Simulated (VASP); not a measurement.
A run of VASP 6.6.1:

File INCAR:

```
SYSTEM = TiC
ALGO = Fast
EDIFF = 1E-7
EDIFFG = -0.002
ENCUT = 520
GGA = PE
IBRION = 2
ISIF = 3
ISMEAR = 0
LASPH = .TRUE.
LCHARG = .FALSE.
LREAL = .FALSE.
LWAVE = .FALSE.
NELM = 80
NSW = 80
PREC = Accurate
SIGMA = 0.1
```

File KPOINTS:

```
k-points
0
G
  4 4 4
  0 0 0
```

Contents of POSCAR:

```
TiC
1.0
    0.0000000000      2.1593000000      2.1593000000
    2.1593000000      0.0000000000      2.1593000000
    2.1593000000      2.1593000000      0.0000000000
Ti C
1 1
Direct
    0.0000000000      0.0000000000      0.0000000000
    0.5000000000      0.5000000000      0.5000000000
```

Potentials or basis: VASP PAW PBE potentials, release 64 (Ti_sv, C).

Launch:

```bash
$ cat potpaw_PBE.64/Ti_sv/POTCAR potpaw_PBE.64/C/POTCAR > POTCAR
$ mpirun -np 1 vasp_std > vasp.out
```

Hardware: 1 thread of Intel(R) Xeon(R) Platinum 8488C (Sapphire Rapids) (shared host).

Problem. Estimate the wall time of this run.

Solution. Wall time 16 s on 1 thread of Intel(R) Xeon(R) Platinum 8488C (Sapphire Rapids), with other jobs on the host, peak memory 0.14 GiB. Counts: scf iterations 62, k points 8, ion steps 3.
